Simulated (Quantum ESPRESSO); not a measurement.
A calculation with Quantum ESPRESSO 7.5 of CdSe (native input, structure typed inline):

File pw.in:

```
&CONTROL
  calculation = 'scf'
  prefix = 'pwscf'
  outdir = './tmp'
  pseudo_dir = './pseudo'
  tprnfor = .true.
  tstress = .true.
  disk_io = 'nowf'
/
&SYSTEM
  ibrav = 0
  nat = 2
  ntyp = 2
  ecutwfc = 60
  ecutrho = 480
  nbnd = 15
  occupations = 'smearing'
  smearing = 'fd'
  degauss = 0.00367493
/
&ELECTRONS
  conv_thr = 4d-10
  electron_maxstep = 120
  mixing_beta = 0.5
/
ATOMIC_SPECIES
Cd   112.4140 Cd.pbe-dn-rrkjus_psl.0.3.1.UPF
Se    78.9710 Se_pbe_v1.uspp.F.UPF
CELL_PARAMETERS angstrom
   0.0000000000    2.8739580000    2.8739580000
   2.8739580000    0.0000000000    2.8739580000
   2.8739580000    2.8739580000    0.0000000000
ATOMIC_POSITIONS crystal
Cd     0.0000000000    0.0000000000    0.0000000000
Se     0.5000000000    0.5000000000    0.5000000000
K_POINTS automatic
8 8 8 0 0 0
```

Potentials or basis: SSSP 1.3 efficiency PBE.

Command:

```sh
$ OMP_NUM_THREADS=1 pw.x -in pw.in > pw.out
```

Measurements of this composition are mostly on another form, of space group No. 186.

Question: Write the same calculation in another form: ASE script, structure from a CIF.

Answer: As run:

Contents of run.py:

```python
import numpy as np
from ase.calculators.espresso import Espresso, EspressoProfile
import spglib
from ase import Atoms
from ase.io import read

atoms = read('CdSe.cif')
cell, pos, num = spglib.standardize_cell((atoms.cell[:], atoms.get_scaled_positions(), atoms.numbers), to_primitive=True, symprec=1e-4)
atoms = Atoms(numbers=num, cell=cell, scaled_positions=pos, pbc=True)

input_data = {
    'control': {'calculation': 'scf', 'prefix': 'pwscf', 'outdir': './tmp', 'tprnfor': True, 'tstress': True, 'disk_io': 'nowf'},
    'system': {'ecutwfc': 60.0, 'ecutrho': 480.0, 'nbnd': 15, 'occupations': 'smearing', 'smearing': 'fd', 'degauss': 0.00367493},
    'electrons': {'conv_thr': 4e-10, 'electron_maxstep': 120, 'mixing_beta': 0.5},
}
pseudopotentials = {'Se': 'Se_pbe_v1.uspp.F.UPF', 'Cd': 'Cd.pbe-dn-rrkjus_psl.0.3.1.UPF'}
profile = EspressoProfile(command='pw.x', pseudo_dir='pseudo')
atoms.calc = Espresso(profile=profile, input_data=input_data, pseudopotentials=pseudopotentials, kpts=(8, 8, 8), koffset=(0, 0, 0))

print(f'energy {atoms.get_potential_energy():.8f} eV')
print('forces (eV/A)')
print(np.round(atoms.get_forces(), 6))
print('stress (eV/A^3, Voigt)')
print(np.round(atoms.get_stress(), 8))
print(f'Fermi level {atoms.calc.get_fermi_level():.4f} eV')
```

CdSe.cif

```cif
data_CdSe
_cell_length_a 5.74791600
_cell_length_b 5.74791600
_cell_length_c 5.74791600
_cell_angle_alpha 90.00000000
_cell_angle_beta 90.00000000
_cell_angle_gamma 90.00000000
_space_group_name_H-M_alt 'Fm-3m'
_space_group_name_Hall '-F 4 2 3'
_space_group_IT_number 225
loop_
_space_group_symop_operation_xyz
'x,y,z'
'-x,-y,-z'
'-y,x,z'
'y,-x,-z'
'-x,-y,z'
'x,y,-z'
'y,-x,z'
'-y,x,-z'
'x,-y,-z'
'-x,y,z'
'-y,-x,-z'
'y,x,z'
'-x,y,-z'
'x,-y,z'
'y,x,-z'
'-y,-x,z'
'z,x,y'
'-z,-x,-y'
'z,-y,x'
'-z,y,-x'
'z,-x,-y'
'-z,x,y'
'z,y,-x'
'-z,-y,x'
'-z,x,-y'
'z,-x,y'
'-z,-y,-x'
'z,y,x'
'-z,-x,y'
'z,x,-y'
'-z,y,x'
'z,-y,-x'
'y,z,x'
'-y,-z,-x'
'x,z,-y'
'-x,-z,y'
'-y,z,-x'
'y,-z,x'
'-x,z,y'
'x,-z,-y'
'-y,-z,x'
'y,z,-x'
'-x,-z,-y'
'x,z,y'
'y,-z,-x'
'-y,z,x'
'x,-z,y'
'-x,z,-y'
'x,y+1/2,z+1/2'
'-x,-y+1/2,-z+1/2'
'-y,x+1/2,z+1/2'
'y,-x+1/2,-z+1/2'
'-x,-y+1/2,z+1/2'
'x,y+1/2,-z+1/2'
'y,-x+1/2,z+1/2'
'-y,x+1/2,-z+1/2'
'x,-y+1/2,-z+1/2'
'-x,y+1/2,z+1/2'
'-y,-x+1/2,-z+1/2'
[... 41 lines left out ...]
'-x+1/2,-y,z+1/2'
'x+1/2,y,-z+1/2'
'y+1/2,-x,z+1/2'
'-y+1/2,x,-z+1/2'
'x+1/2,-y,-z+1/2'
'-x+1/2,y,z+1/2'
'-y+1/2,-x,-z+1/2'
'y+1/2,x,z+1/2'
'-x+1/2,y,-z+1/2'
'x+1/2,-y,z+1/2'
'y+1/2,x,-z+1/2'
'-y+1/2,-x,z+1/2'
'z+1/2,x,y+1/2'
'-z+1/2,-x,-y+1/2'
'z+1/2,-y,x+1/2'
'-z+1/2,y,-x+1/2'
'z+1/2,-x,-y+1/2'
'-z+1/2,x,y+1/2'
'z+1/2,y,-x+1/2'
'-z+1/2,-y,x+1/2'
'-z+1/2,x,-y+1/2'
'z+1/2,-x,y+1/2'
'-z+1/2,-y,-x+1/2'
'z+1/2,y,x+1/2'
'-z+1/2,-x,y+1/2'
'z+1/2,x,-y+1/2'
'-z+1/2,y,x+1/2'
'z+1/2,-y,-x+1/2'
'y+1/2,z,x+1/2'
'-y+1/2,-z,-x+1/2'
'x+1/2,z,-y+1/2'
'-x+1/2,-z,y+1/2'
'-y+1/2,z,-x+1/2'
'y+1/2,-z,x+1/2'
'-x+1/2,z,y+1/2'
'x+1/2,-z,-y+1/2'
'-y+1/2,-z,x+1/2'
'y+1/2,z,-x+1/2'
'-x+1/2,-z,-y+1/2'
'x+1/2,z,y+1/2'
'y+1/2,-z,-x+1/2'
'-y+1/2,z,x+1/2'
'x+1/2,-z,y+1/2'
'-x+1/2,z,-y+1/2'
'x+1/2,y+1/2,z'
'-x+1/2,-y+1/2,-z'
'-y+1/2,x+1/2,z'
'y+1/2,-x+1/2,-z'
'-x+1/2,-y+1/2,z'
'x+1/2,y+1/2,-z'
'y+1/2,-x+1/2,z'
'-y+1/2,x+1/2,-z'
'x+1/2,-y+1/2,-z'
'-x+1/2,y+1/2,z'
'-y+1/2,-x+1/2,-z'
'y+1/2,x+1/2,z'
'-x+1/2,y+1/2,-z'
'x+1/2,-y+1/2,z'
'y+1/2,x+1/2,-z'
'-y+1/2,-x+1/2,z'
'z+1/2,x+1/2,y'
'-z+1/2,-x+1/2,-y'
'z+1/2,-y+1/2,x'
'-z+1/2,y+1/2,-x'
'z+1/2,-x+1/2,-y'
'-z+1/2,x+1/2,y'
'z+1/2,y+1/2,-x'
'-z+1/2,-y+1/2,x'
'-z+1/2,x+1/2,-y'
'z+1/2,-x+1/2,y'
'-z+1/2,-y+1/2,-x'
'z+1/2,y+1/2,x'
'-z+1/2,-x+1/2,y'
'z+1/2,x+1/2,-y'
'-z+1/2,y+1/2,x'
'z+1/2,-y+1/2,-x'
'y+1/2,z+1/2,x'
'-y+1/2,-z+1/2,-x'
'x+1/2,z+1/2,-y'
'-x+1/2,-z+1/2,y'
'-y+1/2,z+1/2,-x'
'y+1/2,-z+1/2,x'
'-x+1/2,z+1/2,y'
'x+1/2,-z+1/2,-y'
'-y+1/2,-z+1/2,x'
'y+1/2,z+1/2,-x'
'-x+1/2,-z+1/2,-y'
'x+1/2,z+1/2,y'
'y+1/2,-z+1/2,-x'
'-y+1/2,z+1/2,x'
'x+1/2,-z+1/2,y'
'-x+1/2,z+1/2,-y'
loop_
_atom_site_label
_atom_site_type_symbol
_atom_site_symmetry_multiplicity
_atom_site_Wyckoff_symbol
_atom_site_fract_x
_atom_site_fract_y
_atom_site_fract_z
_atom_site_occupancy
Cd1 Cd 4 a 0.0000000000 0.0000000000 0.0000000000 1
Se1 Se 4 b 0.5000000000 0.0000000000 0.0000000000 1
```

Potentials or basis: SSSP 1.3 efficiency PBE.

Command:

```console
$ OMP_NUM_THREADS=1 python run.py
```

Both were run:

|  | native input, structure typed inline | ASE script, structure from a CIF |
| --- | --- | --- |
| Pressure | -0.3 GPa | -0.3 GPa |
| Band gap on the k mesh | none (metal or under the smearing width) | none (metal or under the smearing width) |

Keys that steer only the numerical path or the files written may differ.
